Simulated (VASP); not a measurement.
Input:

```xyz
4
Lattice="1.8035 -3.1237 0.0000 1.8035 3.1237 0.0000 0.0000 0.0000 3.8444" Properties=species:S:1:pos:R:3 pbc="T T T"
Li     1.8035     1.0412     0.0000
Li     1.8035    -1.0412     0.0000
Li     0.0000     0.0000     1.9222
N      0.0000     0.0000     0.0000
```

The numbers are results of SCAN meta-GGA, VASP's PBE PAW potentials (set 64) (plane waves; VASP 6.6.1), not measurements. Run with 520 eV cut-off, 8×8×7 Γ-centred mesh, tetrahedra with Blöchl corrections, potentials Li_sv N.

The cores are frozen, which limits the accuracy of field gradients.

Task: Give the principal components of the electric field gradient (V/Å²) and the asymmetry η at each nucleus.

Result: 
```json
[
 {"atom": "Li1", "Vxx": "-0.9", "Vyy": "-0.9", "Vzz": "1.8", "η": "0.00"},
 {"atom": "Li2", "Vxx": "-0.9", "Vyy": "-0.9", "Vzz": "1.8", "η": "0.00"},
 {"atom": "Li3", "Vxx": "1.9", "Vyy": "1.9", "Vzz": "-3.9", "η": "0.00"},
 {"atom": "N4", "Vxx": "-6.4", "Vyy": "-6.4", "Vzz": "12.9", "η": "0.00"}
]
```

The compound is Li3N in the alpha structure. It was relaxed first.
